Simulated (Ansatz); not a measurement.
## Relaxing TiSi₃

Level of theory: Ansatz, DFT r2SCAN, scalar-relativistic, plane waves, PAW. Settings: 500 eV cutoff, 8×8×8 k-mesh, Gaussian smearing of 0.10 eV, no spin polarisation.

What was changed: 6 of 8 Ti sites taken by Si, cell and atoms relaxed.

Command:

```bash
ansatz run input.yaml --threads 1 --pin off --max-ram 2560MiB --backend cpu --events-out ev --progress --plain --runs-dir out
```

Input:

```yaml
crystal:
  lattice:
    - [-3.8871833105, 3.8871833105, 0.0]
    - [-3.8871833105, 0.0, 3.8871833105]
    - [0.0, 3.8871833105, 3.8871833105]
  atoms:
    - { symbol: Si, position: [0.0, 0.0, 0.0] }
    - { symbol: Ti, position: [0.5, 0.0, 0.0] }
    - { symbol: Si, position: [0.0, 0.5, 0.0] }
    - { symbol: Si, position: [0.0, 0.0, 0.5] }
    - { symbol: Si, position: [0.5, 0.5, 0.0] }
    - { symbol: Ti, position: [0.5, 0.0, 0.5] }
    - { symbol: Si, position: [0.0, 0.5, 0.5] }
    - { symbol: Si, position: [0.5, 0.5, 0.5] }
basis:
  ecutwfc: 500
kpoints:
  mp_grid: { grid: [8, 8, 8] }
hamiltonian:
  xc: r2scan
scf:
  occupations: { method: gaussian, width: 0.1 }
output:
  forces: true
  stress: true
  eigenvalues: true
relax:
  adjacent_minimum: "off"
  f_tol: 0.015
  max_steps: 60
  cell: { stress_tol: 0.15 }
```

F is the free energy. Steps run on the plane waves of an earlier cell, but the last one, and at times one on the way, on a freshly chosen basis, so a repeated geometry can differ a little in energy.

Steps:

```
step F − F(1) (eV) largest force component (eV/Å) V (Å³/atom) P (GPa)
   1         0.0000                           0.000       14.684    -4.72
   2        -0.0770                           0.000       14.024     0.48
   3        -0.0776                           0.000       14.083    -0.04
   4        -0.0767                           0.000       14.083    -0.05
```

Relaxed structure:

```yaml
crystal:
  lattice:
    - [-3.81262, 3.84379, 0.00272]
    - [-3.81262, 0.00272, 3.84379]
    - [0.00000, 3.84651, 3.84651]
  atoms:
    - { symbol: Si, position: [0.00000, 0.00000, 0.00000] }
    - { symbol: Ti, position: [0.50000, 0.00000, 0.00000] }
    - { symbol: Si, position: [0.00000, 0.50000, 0.00000] }
    - { symbol: Si, position: [0.00000, 0.00000, 0.50000] }
    - { symbol: Si, position: [0.50000, 0.50000, 0.00000] }
    - { symbol: Ti, position: [0.50000, 0.00000, 0.50000] }
    - { symbol: Si, position: [0.00000, 0.50000, 0.50000] }
    - { symbol: Si, position: [0.50000, 0.50000, 0.50000] }
```

It takes space group Cmmm (No. 65, orthorhombic). The conventional cell has a = 5.432 Å, b = 7.625 Å, c = 2.720 Å, α = 90.00°, β = 90.00°, γ = 90.00°. Si (site symmetry 2/m) is surrounded by 4 Ti at 2.71 Å and 8 Si at 2.71 to 2.72 Å. Ti (site symmetry mmm) is surrounded by 10 Si at 2.71 to 2.72 Å and 2 Ti at 2.72 Å. Si (site symmetry mmm) is surrounded by 10 Si at 2.71 to 2.72 Å and 2 Ti at 2.72 Å.

The run converged. The run took 3.3 min on 1 thread of AMD EPYC 7R43 64-Core Processor (Zen 3), with other jobs on the host, peak memory 1 GiB.